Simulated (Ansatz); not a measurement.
# Al2O3 (Corundum): the cost of one run

Method: DFT PBEsol, scalar-relativistic, plane waves, PAW, in Ansatz 0.2.0.

That is the level of the relaxation; later steps name their own.

1 further run of the same task is left out (set aside as unsound or not needed).

### Step 1. The starting structure

It takes space group R-3c (No. 167, trigonal). The conventional cell has a = 4.774 Å, b = 4.774 Å, c = 13.015 Å, α = 90.00°, β = 90.00°, γ = 120.00°. Around Al (site symmetry 3) lie 6 O at 1.86 to 1.97 Å. O (site symmetry 2) is surrounded by 4 Al at 1.86 to 1.97 Å.

Structure file:

```cif
data_structure
_symmetry_space_group_name_H-M 'R-3c:H'
_symmetry_Int_Tables_number 167
_cell_length_a 4.7738
_cell_length_b 4.7738
_cell_length_c 13.0146
_cell_angle_alpha 90.000
_cell_angle_beta 90.000
_cell_angle_gamma 120.000
_cell_volume 256.86
loop_
_atom_site_label
_atom_site_type_symbol
_atom_site_symmetry_multiplicity
_atom_site_Wyckoff_symbol
_atom_site_fract_x
_atom_site_fract_y
_atom_site_fract_z
_atom_site_occupancy
Al1 Al 12 c 0.66667 0.33333 0.18541 1
O1 O 18 e 0.63919 0.66667 0.41667 1
```

It is the result of an earlier relaxation at this level (volume 8.56 Å³/atom; gap on the mesh: 6.03 eV).

### Step 2. Band edges over the whole zone

The input, input.yaml:

```yaml
crystal:
  lattice:
    - [2.3868967441, 1.3780754777, 4.3382033313]
    - [-2.3868967441, 1.3780754777, 4.3382033313]
    - [0.0, -2.7561509554, 4.3382033313]
  atoms:
    - { symbol: Al, position: [0.3520791481, 0.3520791481, 0.3520791481] }
    - { symbol: Al, position: [0.1479208519, 0.1479208519, 0.1479208519] }
    - { symbol: Al, position: [0.6479208519, 0.6479208519, 0.6479208519] }
    - { symbol: Al, position: [0.8520791481, 0.8520791481, 0.8520791481] }
    - { symbol: O, position: [0.5558606233, 0.9441393767, 0.25] }
    - { symbol: O, position: [0.25, 0.5558606233, 0.9441393767] }
    - { symbol: O, position: [0.9441393767, 0.25, 0.5558606233] }
    - { symbol: O, position: [0.4441393767, 0.0558606233, 0.75] }
    - { symbol: O, position: [0.75, 0.4441393767, 0.0558606233] }
    - { symbol: O, position: [0.0558606233, 0.75, 0.4441393767] }
basis:
  ecutwfc: 420
kpoints:
  mp_grid: { grid: [6, 6, 6] }
  band_path: { path: [VBM, CBM], npoints: 2 }
hamiltonian:
  xc: pbesol
scf:
  occupations: { method: gaussian, width: 0.02 }
output:
  forces: true
  stress: true
  eigenvalues: true
```

Started as:

```
$ ansatz run input.yaml --threads 2 --pin off --max-ram 5120MiB --backend cpu --events-out ev --progress --plain --runs-dir out
```

**Question.** How long does this run take on 2 threads of Intel Xeon at 2.10GHz (Emerald Rapids), shared host, and how much memory does it need?

About 14 s, with a peak of 0.41 GiB.
